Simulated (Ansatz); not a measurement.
**H vacancy in LiH**

All numbers below come from Ansatz 0.2.0, DFT PBE, scalar-relativistic, plane waves, PAW. (420 eV cutoff, 5×5×5 k-mesh, Gaussian smearing of 0.01 eV, collinear spin in charge 0 alone)

Host crystal, relaxed:

```xyz
2
Lattice="0.0000 2.0036 2.0036 2.0036 0.0000 2.0036 2.0036 2.0036 0.0000" Properties=species:S:1:pos:R:3 pbc="T T T"
Li    0.0000    0.0000    0.0000
H     2.0036    2.0036    2.0036
```

Supercell of 16 atoms, rows in host cell vectors: 0 -2 2; 0 0 2; -2 0 2. Atoms relax at the host's cell, keeping the symmetry that the supercell leaves at the site. The cell is small, so energies carry finite-size errors of tenths of an eV. The host's Kohn–Sham gap is 2.98 eV.

Defect: H vacancy at (0.500, 0.500, 0.500) of the host cell, charge -1.

Question: Give the relaxed supercell.

Answer:
```xyz
15
Lattice="0.0000 4.0071 -4.0071 4.0071 4.0071 0.0000 4.0071 0.0000 -4.0071" Properties=species:S:1:pos:R:3 pbc="T T T"
Li    2.0357    4.0071   -2.0036
Li    0.0000    1.9714   -2.0036
Li    2.0036    6.0107   -4.0071
Li    0.0000    4.0071   -4.0392
Li    4.0071    4.0071   -3.9750
Li    2.0036    2.0036   -4.0071
Li    4.0071    6.0428   -6.0107
Li    1.9714    4.0071   -6.0107
H     2.0036    2.0036   -2.0036
H     4.0071    6.0107   -4.0071
H     2.0036    4.0071   -4.0071
H     6.0107    4.0071   -4.0071
H     4.0071    2.0036   -4.0071
H     6.0107    6.0107   -6.0107
H     4.0071    4.0071   -6.0107
```
Around the defect: 6 Li at 1.97 Å. The run ended with a moment of 0.00 μB (no spin polarisation).

Cost: 3 runs of about 0.61 core-minutes in all, on Intel Xeon Platinum 8259CL (Skylake/Cascade Lake) (shared hosts).